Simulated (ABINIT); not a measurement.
# InP (F-43m) in ABINIT: settings compared

One crystal, InP, is run at these levels: PBEsol, r2SCAN, PBE, LDA; tasks: single point.

Everything below comes from runs of ABINIT 10.8.3 (patched build). Logs are shortened: lines on timing, memory, paths and dates and some standing lists are left out, and cuts for length are marked. The log counts tension as positive stress, the text compression.

**The experiment to reproduce.**

A printed reference work, data compilation reports, for a bulk crystal of InP at 1.6 K: band gap 1.4236 eV (direct).

The results are compared with them further down.

## 1. The crystal as given

Symmetry: F-43m, No. 216, cubic system. Conventional cell: a = 5.861 Å, b = 5.861 Å, c = 5.861 Å, α = 90.00°, β = 90.00°, γ = 90.00°. In (site symmetry -43m) has 4 P at 2.54 Å as nearest neighbours. Around P (site symmetry -43m) lie 4 In at 2.54 Å.

## 2. Single point, PBEsol

File run.abi:

```
pp_dirpath "./"
pseudos "In.GGA_PBE-JTH.xml, P.GGA_PBE-JTH.xml"

acell 3*1.0 Angstrom
rprim
     0.0000000000     2.9305000000     2.9305000000
     2.9305000000     0.0000000000     2.9305000000
     2.9305000000     2.9305000000     0.0000000000
ntypat 2
znucl 49 15
natom 2
typat 1 2
xred
     0.0000000000     0.0000000000     0.0000000000
     0.7500000000     0.7500000000     0.7500000000

ecut 20.0
pawecutdg 40.0

kptopt 1
ngkpt 10 10 10
nshiftk 1
shiftk 0.0 0.0 0.0

ixc -116133

nband 13
occopt 3
tsmear 0.05 eV

nstep 100
tolvrs 1.0e-9

iomode 3
prtwf 0
prtden 0
prteig 0
prtebands 0
enunit 1
```

Potentials or basis: JTH PAW PBE v2.0.

The run is started by

```sh
abinit run.abi > log 2>&1
```

run.abo:

```text
.Version 10.8.3 of ABINIT
 Symmetries : space group F-4 3 m (#216); Bravais cF (face-center cubic)
================================================================================
 Values of the parameters that define the memory need of the present run
     intxc =       0    ionmov =       0      iscf =      17    lmnmax =      18
     lnmax =       6     mgfft =      32  mpssoang =       3    mqgrid =    3001
     natom =       2  nloc_mem =       2    nspden =       1   nspinor =       1
    nsppol =       1      nsym =      24    n1xccc =       1    ntypat =       2
    occopt =       3   xclevel =       2
       mpw =        1470          nfft =       32768          nkpt =          47
 PAW method is used; the additional fine FFT grid is defined by:
   mgfftf=        48    nfftf =    110592
================================================================================
================================================================================

--------------------------------------------------------------------------------
------------- Echo of variables that govern the present computation ------------
--------------------------------------------------------------------------------
 -outvars: echo values of preprocessed input variables --------
            acell      1.8897261259E+00  1.8897261259E+00  1.8897261259E+00 Bohr
              amu      1.14820000E+02  3.09737620E+01
             ecut      2.00000000E+01 Hartree
           enunit           1
              ixc     -116133
         kptrlatt       10    0    0      0   10    0      0    0   10
          kptrlen      7.83169185E+01
            natom           2
            nband          13
            ngfft          32      32      32
          ngfftdg          48      48      48
             nkpt          47
            nstep         100
             nsym          24
           ntypat           2
           occopt           3
        pawecutdg      4.00000000E+01 Hartree
         pawxcdev           0
           prtden           0
        prtebands           0
           prteig           0
            prtwf           0
            rprim      0.0000000000E+00  2.9305000000E+00  2.9305000000E+00
                       2.9305000000E+00  0.0000000000E+00  2.9305000000E+00
                       2.9305000000E+00  2.9305000000E+00  0.0000000000E+00
          spgroup         216
           tolvrs      1.00000000E-09
           tsmear      1.83746611E-03 Hartree
            typat      1  2
           useylm           1
           xangst      0.0000000000E+00  0.0000000000E+00  0.0000000000E+00
                       4.3957500000E+00  4.3957500000E+00  4.3957500000E+00
            xcart      0.0000000000E+00  0.0000000000E+00  0.0000000000E+00
                       8.3067636180E+00  8.3067636180E+00  8.3067636180E+00
             xred      0.0000000000E+00  0.0000000000E+00  0.0000000000E+00
                       7.5000000000E-01  7.5000000000E-01  7.5000000000E-01
            znucl       49.00000   15.00000

================================================================================

 chkinp: Checking input parameters for consistency.

================================================================================
== DATASET  1 ==================================================================

--- !DatasetInfo
iteration_state: {dtset: 1, }
dimensions: {natom: 2, nkpt: 47, mband: 13, nsppol: 1, nspinor: 1, nspden: 1, mpw: 1470, }
cutoff_energies: {ecut:  20.0, pawecutdg:  40.0, }
electrons: {nelect:   1.80000000E+01, charge:   0.00000000E+00, occopt:   3.00000000E+00, tsmear:   1.83746611E-03, }
meta: {optdriver: 0, ionmov: 0, optcell: 0, iscf: 17, paral_kgb: 0, }
...

 Real(R)+Recip(G) space primitive vectors, cartesian coordinates (Bohr,Bohr^-1):
 R(1)=  0.0000000  5.5378424  5.5378424  G(1)= -0.0902879  0.0902879  0.0902879
 R(2)=  5.5378424  0.0000000  5.5378424  G(2)=  0.0902879 -0.0902879  0.0902879
 R(3)=  5.5378424  5.5378424  0.0000000  G(3)=  0.0902879  0.0902879 -0.0902879
 Unit cell volume ucvol=  3.3966576E+02 bohr^3
 Angles (23,13,12)=  6.00000000E+01  6.00000000E+01  6.00000000E+01 degrees

 Coarse grid specifications (used for wave-functions):

 getcut: wavevector=  0.0000  0.0000  0.0000  ngfft=  32  32  32
         ecut(hartree)=     20.000   => boxcut(ratio)=   2.02962

 Fine grid specifications (used for densities):

 getcut: wavevector=  0.0000  0.0000  0.0000  ngfft=  48  48  48
         ecut(hartree)=     40.000   => boxcut(ratio)=   2.15273

--- Pseudopotential description ------------------------------------------------
- pspini: atom type   1  psp file is ./In.GGA_PBE-JTH.xml
 Pseudopotential format is: paw10
 basis_size (lnmax)=  6 (lmn_size= 18), orbitals=   0   0   1   1   2   2
 Spheres core radius: rc_sph= 2.50644782
 Shapefunction is BESSEL type: shapef(r,l)=aa(1,l)*jl(q(1,l)*r)+aa(2,l)*jl(q(2,l)*r)
 Radius for shape functions =  1.40569481
 Compensation charge density is not taken into account in XC energy/potential

- pspini: atom type   2  psp file is ./P.GGA_PBE-JTH.xml
 Pseudopotential format is: paw10
 basis_size (lnmax)=  4 (lmn_size=  8), orbitals=   0   0   1   1
 Spheres core radius: rc_sph= 1.60765221
 Shapefunction is SIN type: shapef(r)=[sin(pi*r/rshp)/(pi*r/rshp)]**2
 Radius for shape functions =  1.60765221
 Compensation charge density is not taken into account in XC energy/potential

   4.69646342E+02                                ecore*ucvol(ha*bohr**3)
--------------------------------------------------------------------------------

[... 7 lines left out ...]

     iter   Etot(hartree)      deltaE(h)  residm     nres2
 ETOT  1  -64.677794875104    -6.468E+01 1.134E-01 3.933E+00
 ETOT  2  -64.712899723155    -3.510E-02 2.052E-02 8.426E-01
 ETOT  3  -64.712278812575     6.209E-04 7.135E-03 1.480E-01
 ETOT  4  -64.712162563640     1.162E-04 5.231E-04 6.845E-03
 ETOT  5  -64.712192729242    -3.017E-05 2.349E-04 5.103E-04
 ETOT  6  -64.712195796037    -3.067E-06 7.816E-05 6.084E-05
 ETOT  7  -64.712195984624    -1.886E-07 4.268E-05 7.387E-07
 ETOT  8  -64.712195993845    -9.221E-09 3.751E-05 6.612E-08
 ETOT  9  -64.712195993921    -7.613E-11 3.056E-05 4.040E-09
 ETOT 10  -64.712195993964    -4.327E-11 5.730E-05 4.363E-10

 At SCF step   10       nres2   =  4.36E-10 < tolvrs=  1.00E-09 =>converged.

 Cartesian components of stress tensor (hartree/bohr^3)
  sigma(1 1)= -8.42231920E-06  sigma(3 2)=  0.00000000E+00
  sigma(2 2)= -8.42231920E-06  sigma(3 1)=  0.00000000E+00
  sigma(3 3)= -8.42231920E-06  sigma(2 1)=  0.00000000E+00

--- !ResultsGS
iteration_state: {dtset: 1, }
comment   : Summary of ground state results
lattice_vectors:
- [  0.0000000,   5.5378424,   5.5378424, ]
- [  5.5378424,   0.0000000,   5.5378424, ]
- [  5.5378424,   5.5378424,   0.0000000, ]
lattice_lengths: [   7.83169,    7.83169,    7.83169, ]
lattice_angles: [ 60.000,  60.000,  60.000, ] # degrees, (23, 13, 12)
lattice_volume:   3.3966576E+02
convergence: {deltae: -4.327E-11, res2:  4.363E-10, residm:  5.730E-05, diffor: null, }
etotal    :  -6.47121960E+01
entropy   :   0.00000000E+00
fermie    :   1.81083449E-01
cartesian_stress_tensor: # hartree/bohr^3
- [ -8.42231920E-06,   0.00000000E+00,   0.00000000E+00, ]
- [  0.00000000E+00,  -8.42231920E-06,   0.00000000E+00, ]
- [  0.00000000E+00,   0.00000000E+00,  -8.42231920E-06, ]
pressure_GPa:   2.4779E-01
xred      :
- [  0.0000E+00,   0.0000E+00,   0.0000E+00, In]
- [  7.5000E-01,   7.5000E-01,   7.5000E-01,  P]
cartesian_forces: # hartree/bohr
- [ -1.70179243E-28,   2.43113204E-29,   1.21556602E-28, ]
- [  1.70179243E-28,  -2.43113204E-29,  -1.21556602E-28, ]
force_length_stats: {min:   2.10542211E-28, max:   2.10542211E-28, mean:   2.10542211E-28, }
...

 Integrated electronic density in atomic spheres:
 ------------------------------------------------
 Atom  Sphere_radius  Integrated_density
    1        2.50645         11.25450411
    2        1.60765          1.57659167

================================================================================

 ----iterations are completed or convergence reached----

 Mean square residual over all n,k,spin=   14.888E-08; max=  57.304E-06
 reduced coordinates (array xred) for    2 atoms
       0.000000000000      0.000000000000      0.000000000000
       0.750000000000      0.750000000000      0.750000000000
 rms dE/dt=  1.3730E-27; max dE/dt=  2.1541E-27; dE/dt below (all hartree)
    1      -0.000000000000      0.000000000000      0.000000000000
    2      -0.000000000000      0.000000000000      0.000000000000

 cartesian coordinates (angstrom) at end:
    1      0.00000000000000     0.00000000000000     0.00000000000000
    2      4.39575000000000     4.39575000000000     4.39575000000000

 cartesian forces (hartree/bohr) at end:
    1     -0.00000000000000     0.00000000000000     0.00000000000000
    2      0.00000000000000    -0.00000000000000    -0.00000000000000
 frms,max,avg= 1.2155660E-28 1.7017924E-28   0.000E+00  0.000E+00  0.000E+00 h/b

 cartesian forces (eV/Angstrom) at end:
    1     -0.00000000000000     0.00000000000000     0.00000000000000
    2      0.00000000000000    -0.00000000000000    -0.00000000000000
 frms,max,avg= 6.2506918E-27 8.7509685E-27   0.000E+00  0.000E+00  0.000E+00 e/A
 length scales=  1.889726125908  1.889726125908  1.889726125908 bohr
              =  1.000000000000  1.000000000000  1.000000000000 angstroms
 Fermi (or HOMO) energy (eV) =   4.92753   Average Vxc (eV)=  -9.48854
 Eigenvalues (   eV  ) for nkpt=  47  k points:
 kpt#   1, nband= 13, wtk=  0.00100, kpt=  0.0000  0.0000  0.0000 (reduced coord)
  -9.57034   -9.57034   -9.57034   -9.41694   -9.41694   -6.97234    4.58764    4.58764
   4.58764    5.18806    8.59255    8.59255    8.59255
 prteigrs : prtvol=0 or 1, do not print more k-points.

--- !EnergyTerms
iteration_state     : {dtset: 1, }
comment             : Components of total free energy in Hartree
kinetic             :  1.64692168425643E+01
hartree             :  2.37513941245695E+01
xc                  : -9.73047418724345E+00
Ewald energy        : -4.48602020677458E+01
psp_core            :  1.38267200196039E+00
local_psp           : -6.46385601652387E+01
PAW spherical_terms :  1.29137514751502E+01
internal            : -6.47122019759836E+01
'-kT*entropy'       : -3.00640262666350E-07
total_energy        : -6.47122022766238E+01
total_energy_eV     : -1.76090873097726E+03
...

--- !EnergyTermsDC
iteration_state     : {dtset: 1, }
comment             : '"Double-counting" decomposition of free energy'
band_energy         : -3.50902390555718E+00
Ewald energy        : -4.48602020677458E+01
psp_core            :  1.38267200196039E+00
xc_dc               : -2.63540159278700E+01
PAW spherical_terms :  8.62837420588840E+00
internal            : -6.47121956933242E+01
'-kT*entropy'       : -3.00640262666350E-07
total_energy_dc     : -6.47121959939645E+01
total_energy_dc_eV  : -1.76090856001739E+03
...

--- !EnergyTermsWithPAWCore
iteration_state     : {dtset: 1, }
comment             : 'Components of total free energy, including PAW core contributions'
Total energy        : -6.22060870225863E+03
Total energy DC     : -6.22060869597598E+03
Total energy (eV)   : -1.69271386082270E+05
Total energy DC (eV): -1.69271385911310E+05
...

 Cartesian components of stress tensor (hartree/bohr^3)
  sigma(1 1)= -8.42231920E-06  sigma(3 2)=  0.00000000E+00
  sigma(2 2)= -8.42231920E-06  sigma(3 1)=  0.00000000E+00
  sigma(3 3)= -8.42231920E-06  sigma(2 1)=  0.00000000E+00

-Cartesian components of stress tensor (GPa)         [Pressure=  2.4779E-01 GPa]
- sigma(1 1)= -2.47793186E-01  sigma(3 2)=  0.00000000E+00
- sigma(2 2)= -2.47793186E-01  sigma(3 1)=  0.00000000E+00
- sigma(3 3)= -2.47793186E-01  sigma(2 1)=  0.00000000E+00

== END DATASET(S) ==============================================================
================================================================================

 -outvars: echo values of variables after computation  --------
            acell      1.8897261259E+00  1.8897261259E+00  1.8897261259E+00 Bohr
           etotal     -6.4712195994E+01
            fcart     -1.7017924274E-28  2.4311320392E-29  1.2155660196E-28
                       1.7017924274E-28 -2.4311320392E-29 -1.2155660196E-28
            rprim      0.0000000000E+00  2.9305000000E+00  2.9305000000E+00
                       2.9305000000E+00  0.0000000000E+00  2.9305000000E+00
                       2.9305000000E+00  2.9305000000E+00  0.0000000000E+00
           strten     -8.4223191964E-06 -8.4223191964E-06 -8.4223191964E-06
                       0.0000000000E+00  0.0000000000E+00  0.0000000000E+00
           xangst      0.0000000000E+00  0.0000000000E+00  0.0000000000E+00
                       4.3957500000E+00  4.3957500000E+00  4.3957500000E+00
             xred      0.0000000000E+00  0.0000000000E+00  0.0000000000E+00
                       7.5000000000E-01  7.5000000000E-01  7.5000000000E-01
 Calculation completed.
```

Run time: 31 s. Hardware: 1 thread of Arm Neoverse V1, shared host; peak memory 0.13 GiB.

Results:

| Item | Value |
| --- | --- |
| Free energy | -1760.9086 eV |
| Band gap on the k mesh | 0.60 eV, direct |
| Valence electrons inside the program's atomic spheres | In 11.25; P 1.58 |

Levels at points of the mesh, in eV from the valence-band top:
```
           k point  band 7  band 8  band 9  band 10  band 11  band 12
(0.00, 0.00, 0.00)    0.00    0.00    0.00     0.60     4.00     4.00
(0.50, 0.00, 0.00)   -5.81   -0.99   -0.99     1.39     4.73     4.73
(0.50, 0.50, 0.00)   -5.83   -2.36   -2.36     1.63     2.16     9.09
```

Caveat: the cutoff is too short for stress, so the log's stress isn't used; the PAW data sets were made with another functional, which shifts forces and pressure a little; spin-orbit coupling is left out, which moves the levels of the heavy elements.

## 3. Single point, r2SCAN

run.abi: that of step 2 with these lines changed.

```diff
@@ -1 +1,2 @@
+# Pseudopotentials
 pp_dirpath "./"
@@ -3,2 +4,3 @@
 
+# Structure
 acell 3*1.0 Angstrom
@@ -16,5 +18,7 @@
 
-ecut 20.0
-pawecutdg 40.0
+# Plane-wave basis
+ecut 24.0
+pawecutdg 46.0
 
+# k points
 kptopt 1
@@ -24,4 +28,8 @@
 
-ixc -116133
+# Exchange and correlation
+ixc -497498
+usekden 1
+pawxcdev 0
 
+# Bands and occupations
 nband 13
@@ -30,5 +38,7 @@
 
+# SCF cycle
 nstep 100
-tolvrs 1.0e-9
+tolvrs 1.0e-7
 
+# Output
 iomode 3
@@ -38,2 +48,2 @@
 prtebands 0
-enunit 1
+enunit 2
```

Potentials or basis: JTH PAW PBE v2.0.

The run is started by

```sh
abinit run.abi > log 2>&1
```

Wall time 2.1 min (1 thread of Arm Neoverse V1, shared host); peak memory 0.17 GiB.

It converged, with:

```
Free energy                                           : -1186.4194 eV
Pressure                                              : 1.6 GPa
Band gap on the k mesh                                : 1.13 eV, direct
Valence electrons inside the program's atomic spheres : In 11.23; P 1.58
```

Levels at points of the mesh, in eV from the valence-band top:
| k point | band 6 | band 7 | band 8 | band 9 | band 10 | band 11 | band 12 | band 13 |
| --- | --- | --- | --- | --- | --- | --- | --- | --- |
| (0.00, 0.00, 0.00) | -12.02 | 0.00 | 0.00 | 0.00 | 1.13 | 4.44 | 4.44 | 4.44 |
| (0.50, 0.00, 0.00) | -10.21 | -5.90 | -1.02 | -1.02 | 1.85 | 5.16 | 5.16 | 7.55 |
| (0.50, 0.50, 0.00) | -9.53 | -5.89 | -2.42 | -2.42 | 2.02 | 2.55 | 9.87 | 10.29 |

Caveat: totals of a meta-GGA on PAW files have another zero than those of a GGA; the PAW data sets were made with another functional, which shifts forces and pressure a little; spin-orbit coupling is left out, which moves the levels of the heavy elements.

(Continued in part 2 of 2.)
